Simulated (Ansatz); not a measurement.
Zn:

```
Zn
1.0
    -1.56904    1.56904    1.56904
     1.56904   -1.56904    1.56904
     1.56904    1.56904   -1.56904
Zn
1
Direct
  0.00000 0.00000 0.00000
```

This isn't the form of Zn at room conditions, which is hcp.

```yaml
Program: Ansatz 0.2.0
Task: relaxation of cell and atoms
Functional: PBEsol
Dispersion: D3(BJ)-ATM
Potentials_or_basis: Ansatz PAW
Cutoff: "420 eV (not typed: the program's choice for these potentials)"
k_mesh: 12 × 12 × 12
Occupations: fermi-dirac, width 0.05 eV
Spin: no spin polarisation
```

At the start: volume 15.45 Å³/atom.

**Question.** How do energy, volume and symmetry change on relaxing?

**Answer.** It ends after 6 steps and the volume is 13.72 Å³/atom (-11.2 %); space group Im-3m (No. 229, to 0.05 Å).

Step by step:
| step | energy change (eV) | largest force (eV/Å) | volume (Å³) |
| --- | --- | --- | --- |
| 1 | 0.0000 | 0.0000 | 15.45 |
| 2 | -0.0477 | 0.0000 | 14.15 |
| 3 | -0.0513 | 0.0000 | 13.56 |
| 4 | -0.0518 | 0.0000 | 13.73 |
| 5 | -0.0518 | 0.0000 | 13.72 |
| 6 | -0.0508 | 0.0000 | 13.72 |

Final structure:
```
Zn
1.0
    -1.50818    1.50818    1.50818
     1.50818   -1.50818    1.50818
     1.50818    1.50818   -1.50818
Zn
1
Direct
  0.00000 0.00000 0.00000
```

Caveat: the plane-wave basis is chosen anew once the cell has moved, so the energies of steps on either side of that aren't comparable; pairwise dispersion overbinds metals, which lowers pressure and volume; the PAW data sets come from PBE, with cores solved anew for the run's functional, which leaves a small shift of forces and pressure.
